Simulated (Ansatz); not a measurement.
Take ZnTe in the zinc blende structure (space group F-43m, No. 216; a = 6.1791 Å) as the base. Axes: x, y, z lie along the cube axes.

Level of theory: Kohn–Sham DFT with the PBE functional, run in Ansatz (a program for electronic structure) with PAW and 420 eV plane waves, without spin-orbit coupling.

For the base:

The electron mass is 0.077 mₑ (at Γ).

Perturbation: biaxial strain +2.56 %, plane normal [001], relaxed out of plane (Cartesian); in-plane vectors clamped, the third vector and the atoms free.

Problem. How does this affect the hole mass and electron mass?

Solution. The hole mass amounts to 0.069 mₑ out of plane, 0.48 mₑ in plane (at Γ); the electron mass changes from 0.077 mₑ (at Γ) to 0.068 mₑ out of plane, 0.072 mₑ in plane (at Γ).

With Te present, leaving out spin-orbit coupling can change the band edges. The levels and masses belong to the bands next to the band gap. Effective masses come from finite differences of ±0.01 Å⁻¹. Whether these cells are dynamically stable was not tested.
